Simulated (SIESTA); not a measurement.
Crystal: MoS2.

```
CELL_PARAMETERS angstrom
1.58000 0.91221 6.15000
-1.58000 0.91221 6.15000
0.00000 -1.82443 6.15000
ATOMIC_POSITIONS crystal
Mo 0.00000 0.00000 0.00000
S 0.41700 0.41700 0.41700
S 0.25000 0.25000 0.25000
```

Measurements of this composition are mostly on another form, of space group No. 194.

Base run:

| Property | Result |
| --- | --- |
| Program | SIESTA 5.4.2 |
| Functional | PW91 |
| Potentials or basis | PseudoDojo 0.4 standard (PBE files) |
| Basis | DZP (energy shift 0.003 Ry; two zetas on semicore shells) |
| Grid cutoff | 800 Ry |
| Energy shift | 0.003 Ry |
| k mesh | 7 × 7 × 7 |
| Occupations | fermi-dirac, width 0.05 eV |
| Spin | no spin polarisation |

Its results: band gap on the k mesh 1.13 eV, indirect (least direct gap 2.17 eV); pressure 8.8 GPa; largest force 0.999 eV/Å.

Question: The run is repeated on the same cell with these changes: functional from PW91 to LDA; potentials or basis from PseudoDojo 0.4 standard (PBE files) to PseudoDojo 0.4 standard (LDA files). What comes out?

Answer: Band gap on the k mesh 1.08 eV, indirect (least direct gap 2.18 eV); pressure 0.6 GPa; largest force 0.535 eV/Å.

Caveats: an odd mesh through Γ misses points on the zone boundary, where band edges often lie; the basis of atomic orbitals isn't converged, which shifts pressures, moduli and gaps; the potentials were made for another functional, which shifts forces and pressure (some runs).
